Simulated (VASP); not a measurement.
A run of VASP 6.6.1:

The input INCAR:

```
PREC = Accurate
ENCUT = 400
EDIFF = 1E-6
ISMEAR = 0
SIGMA = 0.01
LREAL = False
LASPH = True
NELM = 100
ALGO = Normal
ISIF = 2
LWAVE = False
LCHARG = False
GGA = RP
IVDW = 12
NBANDS = 11
ISYM = 0
```

File KPOINTS:

```
Automatic mesh
0
Gamma
  1 1 1
```

The input POSCAR:

```
H2O                                     
1.0
   12.0145847441      0.0000000000      0.0000000000
    0.0000000000     12.5145847441      0.0000000000
    0.0000000000      0.0000000000     13.0145847441
  O               H             
     1     2
Selective dynamics
Direct
     0.5024678145000010    0.4982754151999984    0.5285342227999976   F   F   F
     0.4962411910127437    0.5675178108588655    0.4950717666901197   T   T   T
     0.5009411419766640    0.4469963100349058    0.4723833046146962   T   T   T
```

Potentials or basis: VASP PAW PBE potentials, release 64 (O, H).

Command:

```console
$ cat potpaw_PBE.64/O/POTCAR potpaw_PBE.64/H/POTCAR > POTCAR
$ mpirun -np 1 vasp_gam > vasp.out
```

Hardware: 1 thread of Intel(R) Xeon(R) Platinum 8559C (Emerald Rapids), with other jobs on the host.

**Question.** Estimate the wall time of this run.

**Answer.** Wall time 58 s on 1 thread of Intel(R) Xeon(R) Platinum 8559C (Emerald Rapids), on a shared host, peak memory 1 GiB. Counts: scf iterations 22, k points 1.
